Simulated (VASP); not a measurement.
# Al2O3 (Corundum) (R-3c) in VASP: settings compared

One crystal, Al2O3 (Corundum), is run at these levels: PBE, LDA; tasks: relaxation of cell and atoms.

Everything below comes from runs of VASP 6.6.1. Logs are shortened: lines on timing, memory, paths and dates and some standing lists are left out, and cuts for length are marked.

## Step 1: The structure

The structure is trigonal, space group R-3c (No. 167). Conventional cell: a = 4.805 Å, b = 4.805 Å, c = 13.114 Å, α = 90.00°, β = 90.00°, γ = 120.00°. Al (site symmetry 3) is surrounded by 6 O at 1.87 to 1.99 Å. O (site symmetry 2) has 4 Al at 1.87 to 1.99 Å as nearest neighbours.

## Step 2: Relaxation of cell and atoms, PBE

The input, INCAR:

```
SYSTEM = Al2O3
PREC     = Accurate       ! precision mode
ENCUT    = 600            ! plane-wave cutoff, eV
EDIFF    = 1E-7           ! SCF threshold, eV
ISMEAR   = 0              ! smearing method
SIGMA    = 0.03           ! smearing width, eV
LREAL    = .FALSE.        ! projectors in reciprocal space
LASPH    = .TRUE.         ! aspherical terms in the spheres
NELM     = 80             ! most SCF steps
ALGO     = Normal         ! electronic algorithm
ISIF     = 3              ! what is computed and relaxed
LWAVE    = .FALSE.        ! write WAVECAR
LCHARG   = .FALSE.        ! write CHGCAR
GGA      = PE             ! functional
IBRION   = 2              ! ionic algorithm
NSW      = 90             ! ionic steps
EDIFFG   = -0.005         ! ionic threshold
KPAR     = 2
```

The input, KPOINTS:

```
regular mesh
0
G
  7 7 7
  0 0 0
```

The input, POSCAR:

```
Al2O3                                   
1.0
    2.4024325895      1.3870451022      4.3712494149
   -2.4024325895      1.3870451022      4.3712494149
   -0.0000000000     -2.7740902046      4.3712494149
  Al              O             
     4     6
Direct
     0.3521383198595958    0.3521383198595958    0.3521383198595957
     0.1478616801404043    0.1478616801404043    0.1478616801404043
     0.6478616801404044    0.6478616801404044    0.6478616801404044
     0.8521383198595956    0.8521383198595956    0.8521383198595956
     0.5561990714895642    0.9438009285104358    0.2500000000000000
     0.2500000000000000    0.5561990714895642    0.9438009285104358
     0.9438009285104358    0.2500000000000000    0.5561990714895642
     0.4438009285104358    0.0561990714895642    0.7500000000000000
     0.7500000000000000    0.4438009285104358    0.0561990714895642
     0.0561990714895642    0.7500000000000000    0.4438009285104358
```

Potentials or basis: VASP PAW PBE potentials, release 64 (Al, O).

Started as:

```bash
cat potpaw_PBE.64/Al/POTCAR potpaw_PBE.64/O/POTCAR > POTCAR
mpirun -np 2 vasp_std > vasp.out
```

OUTCAR:

```text
SYSTEM = Al2O3
   PREC = Accurate
   ENCUT = 600
   EDIFF = 1E-7
   ISMEAR = 0
   LREAL = .FALSE.
   LASPH = .TRUE.
   NELM = 80
   ISIF = 3
   GGA = PE
   IBRION = 2
   NSW = 90
   EDIFFG = -0.005

 ion  position               nearest neighbor table
   1  0.352  0.352  0.352-   9 1.87  10 1.87   8 1.87   7 1.99   5 1.99   6 1.99   2 2.68   3 2.82
                             3 2.82   3 2.82   2 3.25   2 3.25   2 3.25
   2  0.148  0.148  0.148-  10 1.87   9 1.87   8 1.87   6 1.99   5 1.99   7 1.99   1 2.68   4 2.82
                             4 2.82   4 2.82   1 3.25   1 3.25   1 3.25
   3  0.648  0.648  0.648-   6 1.87   7 1.87   5 1.87  10 1.99   8 1.99   9 1.99   4 2.68   1 2.82
                             1 2.82   1 2.82   4 3.25   4 3.25   4 3.25
   4  0.852  0.852  0.852-   7 1.87   6 1.87   5 1.87   9 1.99   8 1.99  10 1.99   3 2.68   2 2.82
                             2 2.82   2 2.82   3 3.25   3 3.25   3 3.25
   5  0.556  0.944  0.250-   3 1.87   4 1.87   1 1.99   2 1.99
   6  0.250  0.556  0.944-   3 1.87   4 1.87   2 1.99   1 1.99
   7  0.944  0.250  0.556-   4 1.87   3 1.87   1 1.99   2 1.99
   8  0.444  0.056  0.750-   1 1.87   2 1.87   3 1.99   4 1.99
   9  0.750  0.444  0.056-   1 1.87   2 1.87   4 1.99   3 1.99
  10  0.056  0.750  0.444-   2 1.87   1 1.87   3 1.99   4 1.99

  LATTYP: Found a trigonal (rhomboedric) cell.
 ALAT       =     5.1771998136
 COS(alpha) =     0.5693320402

  Lattice vectors:

 A1 = (   2.4024325895,   1.3870451022,   4.3712494149)
 A2 = (  -2.4024325895,   1.3870451022,   4.3712494149)
 A3 = (   0.0000000000,  -2.7740902046,   4.3712494149)

Analysis of symmetry for initial positions (statically):
=====================================================================
 Subroutine PRICEL returns:
 Original cell was already a primitive cell.

 Routine SETGRP: Setting up the symmetry group for a
 trigonal (rhombohedral) supercell.

 Subroutine GETGRP returns: Found 12 space group operations
 (whereof  6 operations were pure point group operations)
 out of a pool of 12 trial point group operations.

The static configuration has the point symmetry S_6 .
 The point group associated with its full space group is D_3d.

Analysis of symmetry for dynamics (positions and initial velocities):
=====================================================================
 Subroutine PRICEL returns:
 Original cell was already a primitive cell.

 Routine SETGRP: Setting up the symmetry group for a
 trigonal (rhombohedral) supercell.

 Subroutine GETGRP returns: Found 12 space group operations
 (whereof  6 operations were pure point group operations)
 out of a pool of 12 trial point group operations.

The dynamic configuration has the point symmetry S_6 .
 The point group associated with its full space group is D_3d.

 Subroutine INISYM returns: Found 12 space group operations
 (whereof  6 operations are pure point group operations),
 and found     1 'primitive' translations

----------------------------------------------------------------------------------------

                                     Primitive cell

  volume of cell :      87.3974

  direct lattice vectors                    reciprocal lattice vectors
     2.402432590  1.387045102  4.371249415     0.208122385  0.120159515  0.076255849
    -2.402432590  1.387045102  4.371249415    -0.208122385  0.120159515  0.076255849
     0.000000000 -2.774090205  4.371249415     0.000000000 -0.240319030  0.076255849

  length of vectors
     5.177199814  5.177199814  5.177199814     0.252127330  0.252127330  0.252127330

  position of ions in fractional coordinates (direct lattice)
     0.352138320  0.352138320  0.352138320
     0.147861680  0.147861680  0.147861680
     0.647861680  0.647861680  0.647861680
     0.852138320  0.852138320  0.852138320
     0.556199071  0.943800929  0.250000000
     0.250000000  0.556199071  0.943800929
     0.943800929  0.250000000  0.556199071
     0.443800929  0.056199071  0.750000000
     0.750000000  0.443800929  0.056199071
     0.056199071  0.750000000  0.443800929

  ion indices of the primitive-cell ions
   primitive index   ion index
                 1           1
                 2           2
                 3           3
                 4           4
                 5           5
                 6           6
                 7           7
                 8           8
                 9           9
                10          10

----------------------------------------------------------------------------------------

 KPOINTS: regular mesh

Automatic generation of k-mesh.
 Grid dimensions read from file:
 generate k-points for:    7    7    7

 Generating k-lattice:

  Cartesian coordinates                     Fractional coordinates (reciprocal lattice)
     0.029731769  0.017165645  0.010893693     0.142857143 -0.000000000  0.000000000
    -0.029731769  0.017165645  0.010893693    -0.000000000  0.142857143  0.000000000
     0.000000000 -0.034331290  0.010893693     0.000000000  0.000000000  0.142857143

  Length of vectors
     0.036018190  0.036018190  0.036018190

  Shift w.r.t. Gamma in fractional coordinates (k-lattice)
     0.000000000  0.000000000  0.000000000

 Subroutine IBZKPT returns following result:
 ===========================================

 Found     44 irreducible k-points:

 Following reciprocal coordinates:
            Coordinates               Weight
  0.000000  0.000000  0.000000      1.000000
  0.142857 -0.000000  0.000000      6.000000
  0.285714  0.000000 -0.000000      6.000000
  0.428571  0.000000  0.000000      6.000000
  0.142857  0.142857 -0.000000      6.000000
  0.285714  0.142857 -0.000000     12.000000
[... 16 lines left out ...]
  0.285714  0.285714  0.142857      6.000000
  0.428571  0.285714  0.142857     12.000000
 [... further k-points ...]
   k-points           NKPTS =     44   k-points in BZ     NKDIM =     44   number of bands    NBANDS=     30
   number of dos      NEDOS =    301   number of ions     NIONS =     10
   total plane-waves  NPLWV =  74088
   dimension x,y,z NGX =    42 NGY =   42 NGZ =   42
   dimension x,y,z NGXF=    84 NGYF=   84 NGZF=   84
   ions per type =               4   6
   NGX,Y,Z   is equivalent  to a cutoff of  13.49, 13.49, 13.49 a.u.
   NGXF,Y,Z  is equivalent  to a cutoff of  26.97, 26.97, 26.97 a.u.
 SYSTEM =  Al2O3
   PREC   = accura    normal or accurate (medium, high low for compatibility)
   ISTART =      0    job   : 0-new  1-cont  2-samecut
   ICHARG =      2    charge: 1-file 2-atom 10-const
   ISPIN  =      1    spin polarized calculation?
   LNONCOLLINEAR =      F non collinear calculations
   LSORBIT =      F    spin-orbit coupling
   LASPH  =      T    aspherical Exc in radial PAW
   ENCUT  =  600.0 eV  44.10 Ry    6.64 a.u.  10.34 10.34 10.34*2*pi/ulx,y,z
   NELM   =     80;   NELMIN=  2; NELMDL= -5     # of ELM steps
   EDIFF  = 0.1E-06   stopping-criterion for ELM
   LREAL  =      F    real-space projection
   EDIFFG = -.5E-02   stopping-criterion for IOM
   NSW    =     90    number of steps for IOM
   IBRION =      2    ionic relax: 0-MD 1-quasi-New 2-CG
   NFREE  =      1    steps in history (QN), initial steepest desc. (CG)
   ISIF   =      3    stress and relaxation
   ISYM   =      2    0-nonsym 1-usesym 2-fastsym
   POTIM  = 0.5000    time-step for ionic-motion
   TEBEG  =    0.0;   TEEND  =   0.0 temperature during run
   PSTRESS=    0.0 pullay stress
   NELECT =      48.0000    total number of electrons
   NUPDOWN=      -1.0000    fix difference up-down
   EMIN   =  10.00;   EMAX   =-10.00  energy-range for DOS
   EFERMI =   0.00;   METHOD = LEGACY
   ISMEAR =     0;   SIGMA  =   0.03  broadening in eV -4-tet -1-fermi 0-gaus
   EFERMI_NEDOS =   21; number of points for ismear=-14 and -15
   IALGO  =     38    algorithm
   IMIX   =      4    mixing-type and parameters
     AMIX     =   0.40;   BMIX     =  1.00
     AMIX_MAG =   1.60;   BMIX_MAG =  1.00
  volume/ion in A,a.u.               =       8.74        58.98
  Fermi-wavevector in a.u.,A,eV,Ry     =   1.340671  2.533502 24.455111  1.797400
  Thomas-Fermi vector in A             =   2.468966
   LORBIT       =      0    0 simple, 1 ext, 2 COOP (PROOUT), +10 PAW based schemes
   GGA     = PE    functional components
   LHFCALC =     F    Hartree Fock is set to
   AEXX    =    0.0000 exact exchange contribution
   IVDW    =     0    specifies the selected vdW correction
   LEPSILON=     F    determine dielectric tensor
   LRPA    =     F    only Hartree local field effects (RPA)
 conjugate gradient relaxation of ions
 non-spin polarized calculation
 Gauss-broadening in eV      SIGMA  =   0.03
  energy-cutoff  :      600.00
  volume of cell :       87.40
 maximum number of plane-waves:      2952
 NGX is ok and might be reduce to    42
   NGX = 21   NGY = 21   NGZ = 21

 number of electron      47.9999999 magnetization

 Free energy of the ion-electron system (eV)
  ---------------------------------------------------
  ext. energy  EPLUGINS =         0.00000000
  ---------------------------------------------------
  free energy    TOTEN  =       -74.83197498 eV

  energy without entropy =      -74.83197498  energy(sigma->0) =      -74.83197498

 E-fermi :   5.9629     XC(G=0): -11.5492

 val. band max:        5.8230494726   @ k =   0.0000   0.0000   0.0000
 cond. band min:      11.7007014228   @ k =   0.0000   0.0000   0.0000
 fundamental gap:      5.8776519501
 Fermi energy:         5.9628867630

 k-point     1 :       0.0000    0.0000    0.0000
  band No.  band energies     occupation
      1     -13.2066      2.00000
      2     -10.9779      2.00000
      3     -10.7136      2.00000
      4     -10.7136      2.00000
      5     -10.4066      2.00000
      6     -10.4066      2.00000
[... 22 lines left out ...]
     29      17.1112      0.00000
     30      17.2788      0.00000

 k-point     2 :       0.1429   -0.0000    0.0000
  band No.  band energies     occupation
      1     -13.1049      2.00000
      2     -11.0198      2.00000
      3     -10.7796      2.00000
      4     -10.7337      2.00000
      5     -10.4557      2.00000
      6     -10.4132      2.00000
[... 22 lines left out ...]
     29      16.9146      0.00000
     30      17.1783      0.00000

 k-point     3 :       0.2857    0.0000   -0.0000
  band No.  band energies     occupation
      1     -12.8114      2.00000
      2     -11.3275      2.00000
      3     -10.7670      2.00000
      4     -10.7622      2.00000
      5     -10.5688      2.00000
      6     -10.4537      2.00000
[... 682 lines left out ...]
     29      17.0372      0.00000
     30      17.6180      0.00000

 k-point    24 :       0.4286    0.2857    0.1429
  band No.  band energies     occupation
      1     -12.6201      2.00000
      2     -11.4205      2.00000
      3     -11.0061      2.00000
      4     -10.7950      2.00000
      5     -10.6175      2.00000
      6     -10.3560      2.00000
[... 22 lines left out ...]
     29      16.8515      0.00000
     30      17.0178      0.00000

 [... further k-points ...]

------------------------ aborting loop because EDIFF is reached ----------------------------------------

  FORCE on cell =-STRESS in cart. coord.  units (eV):
  Direction    XX          YY          ZZ          XY          YZ          ZX
  --------------------------------------------------------------------------------------
  -------------------------------------------------------------------------------------
  Total        0.0492208      0.0492208      0.0056262     -0.0000000     -0.0000000      0.0000000
  in kB        0.9023198      0.9023198      0.1031404     -0.0000000     -0.0000000      0.0000000
  external PRESSURE =       0.6359267 kB  Pullay stress =       0.0000000 kB

 VOLUME and BASIS-vectors are now :
 -----------------------------------------------------------------------------
  energy-cutoff  :      600.00
  volume of cell :       87.40
      direct lattice vectors                 reciprocal lattice vectors
     2.402432590  1.387045102  4.371249415     0.208122385  0.120159515  0.076255849
    -2.402432590  1.387045102  4.371249415    -0.208122385  0.120159515  0.076255849
     0.000000000 -2.774090205  4.371249415     0.000000000 -0.240319030  0.076255849

 POSITION                                       TOTAL-FORCE (eV/Angst)
 -----------------------------------------------------------------------------------
      0.00000     -0.00000      4.61785        -0.000000     -0.000000      0.003044
      0.00000     -0.00000      1.93902        -0.000000      0.000000     -0.003044
      0.00000     -0.00000      8.49589        -0.000000      0.000000     -0.003044
      0.00000     -0.00000     11.17473        -0.000000     -0.000000      0.003044
     -0.93119      1.38705      7.64969        -0.002012     -0.000000      0.000000
     -0.73562     -1.49995      7.64969         0.001006     -0.001743      0.000000
      1.66681      0.11291      7.64969         0.001006      0.001743      0.000000
      0.93119     -1.38705      5.46406         0.002012     -0.000000      0.000000
      0.73562      1.49995      5.46406        -0.001006      0.001743      0.000000
     -1.66681     -0.11291      5.46406        -0.001006     -0.001743      0.000000
 -----------------------------------------------------------------------------------
    total drift:                                0.000000     -0.000000     -0.000000

  FREE ENERGIE OF THE ION-ELECTRON SYSTEM (eV)
  ---------------------------------------------------
  free  energy   TOTEN  =       -74.8319749810 eV

  energy  without entropy=      -74.8319749810  energy(sigma->0) =      -74.83197498

 reached required accuracy - stopping structural energy minimisation
```

Wall time 90 s (2 MPI ranks of Intel Xeon Platinum 8488C (Sapphire Rapids), shared host); peak memory 0.29 GiB.

Results:

```yaml
Free_energy: -74.8320 eV
Pressure_after_relaxing: 0.1 GPa
Largest_force_after_relaxing: 0.003 eV/Å
Band_gap_on_the_k_mesh: 5.88 eV, direct
```

Forces on the atoms (eV/Å):
```
Al   0.000  0.000  0.003
Al   0.000  0.000 -0.003
Al   0.000  0.000 -0.003
Al   0.000  0.000  0.003
O   -0.002  0.000  0.000
O    0.001 -0.002  0.000
O    0.001  0.002  0.000
O    0.002  0.000  0.000
O   -0.001  0.002  0.000
O   -0.001 -0.002  0.000
```

Final structure:
```yaml
crystal:
  lattice:
    - [2.40243, 1.38705, 4.37125]
    - [-2.40243, 1.38705, 4.37125]
    - [0.00000, -2.77409, 4.37125]
  atoms:
    - { symbol: Al, position: [0.35214, 0.35214, 0.35214] }
    - { symbol: Al, position: [0.14786, 0.14786, 0.14786] }
    - { symbol: Al, position: [0.64786, 0.64786, 0.64786] }
    - { symbol: Al, position: [0.85214, 0.85214, 0.85214] }
    - { symbol: O, position: [0.55620, 0.94380, 0.25000] }
    - { symbol: O, position: [0.25000, 0.55620, 0.94380] }
    - { symbol: O, position: [0.94380, 0.25000, 0.55620] }
    - { symbol: O, position: [0.44380, 0.05620, 0.75000] }
    - { symbol: O, position: [0.75000, 0.44380, 0.05620] }
    - { symbol: O, position: [0.05620, 0.75000, 0.44380] }
```

Caveat: the relaxation stopped at its first step, so nothing moved; an odd mesh through Γ misses points on the zone boundary, where band edges often lie.

## Step 3: Relaxation of cell and atoms, PBE, target pressure 113 GPa, at which the enthalpy is minimised

This run uses another cell than the first one, of 8.50 Å³/atom, 0.973 times its volume.

The input, INCAR:

```
PREC = Accurate
ENCUT = 600
EDIFF = 1E-6
ISMEAR = 0
SIGMA = 0.03
LREAL = False
LASPH = True
NELM = 80
ALGO = Normal
ISIF = 3
LWAVE = False
LCHARG = False
GGA = PE
IBRION = 2
NSW = 90
EDIFFG = -0.01
PSTRESS = 1130.0
KPAR = 2
```

The input, KPOINTS:

```
regular mesh
0
Gamma
  7 7 7
```

The input, POSCAR:

```
Al2O3
1.0
    2.3802500000      1.3742379782      4.3318666667
   -2.3802500000      1.3742379782      4.3318666667
    0.0000000000     -2.7484759565      4.3318666667
Al O
4 6
Direct
    0.3521600000      0.3521600000      0.3521600000
    0.1478400000      0.1478400000      0.1478400000
    0.6478400000      0.6478400000      0.6478400000
    0.8521600000      0.8521600000      0.8521600000
    0.5566800000      0.9433200000      0.2500000000
    0.2500000000      0.5566800000      0.9433200000
    0.9433200000      0.2500000000      0.5566800000
    0.4433200000      0.0566800000      0.7500000000
    0.7500000000      0.4433200000      0.0566800000
    0.0566800000      0.7500000000      0.4433200000
```

Potentials or basis: VASP PAW PBE potentials, release 64 (Al, O).

Started as:

```bash
cat potpaw_PBE.64/Al/POTCAR potpaw_PBE.64/O/POTCAR > POTCAR
mpirun -np 2 vasp_std > vasp.out
```

It took 11 min on 2 MPI ranks of Intel Xeon Platinum 8488C (Sapphire Rapids), shared host; peak memory 0.31 GiB.

The run converged. Its results:

```
Free energy                                            : -68.9034 eV
Relaxed volume                                         : 6.62 Å³/atom
Relaxed cell                                           : a = 4.698 Å, b = 4.698 Å, c = 4.698 Å, α = 55.79°, β = 55.79°, γ = 55.79°
Space group after relaxing (to 0.05 Å)                 : R-3c (No. 167)
Energy change on relaxing (the enthalpy is what falls) : +587.0 meV/atom
Ionic steps                                            : 10
Pressure after relaxing                                : 113.0 GPa
Largest force after relaxing                           : 0.007 eV/Å
Band gap on the k mesh                                 : 9.44 eV, direct
```

Forces on the atoms (eV/Å):
```
Al   0.000  0.000  0.007
Al   0.000  0.000 -0.007
Al   0.000  0.000 -0.007
Al   0.000  0.000  0.007
O    0.007  0.000  0.000
O   -0.003  0.006  0.000
O   -0.003 -0.006  0.000
O   -0.007  0.000  0.000
O    0.003 -0.006  0.000
O    0.003  0.006  0.000
```

The path:
```
step  energy change (eV)  largest force (eV/Å)  pressure (GPa)  volume (Å³)
   1              0.0000                0.0276            6.85        85.02
   2            118.8716                3.9055         1563.01        32.84
   3              3.1596                0.1910           74.39        70.90
   4              4.5168                0.2347           94.42        68.31
   5              5.8954                0.2878          113.59        66.19
   6              5.6535                0.2787          110.29        66.53
   7              5.6968                0.1207          110.48        66.44
   8              5.6804                0.0369          110.42        66.46
   9              6.2827                0.0585          118.61        65.61
  10              5.8699                0.0069          113.02        66.19
```

Final structure:
```xyz
10
Lattice="2.1983 1.2692 3.9538 -2.1983 1.2692 3.9538 0.0000 -2.5383 3.9538" Properties=species:S:1:pos:R:3 pbc="T T T"
Al    0.0000    0.0000    4.1690
Al    0.0000    0.0000    1.7616
Al    0.0000    0.0000    7.6923
Al    0.0000    0.0000   10.0997
O    -0.8404    1.2692    6.9191
O    -0.6789   -1.3624    6.9191
O     1.5193    0.0932    6.9191
O     0.8404   -1.2692    4.9422
O     0.6789    1.3624    4.9422
O    -1.5193   -0.0932    4.9422
```

Levels at points of the mesh, in eV from the valence-band top:
| k point | band 21 | band 22 | band 23 | band 24 | band 25 | band 26 | band 27 | band 28 |
| --- | --- | --- | --- | --- | --- | --- | --- | --- |
| (0.00, 0.00, 0.00) | -0.96 | -0.28 | -0.28 | 0.00 | 9.44 | 10.89 | 13.69 | 13.81 |

Caveat: the cell is relaxed towards a set pressure, so the enthalpy falls and the energy may rise; the volume moved by over 15 % at a fixed basis, so the end points are rough; an odd mesh through Γ misses points on the zone boundary, where band edges often lie.

(Continued in part 2 of 2.)
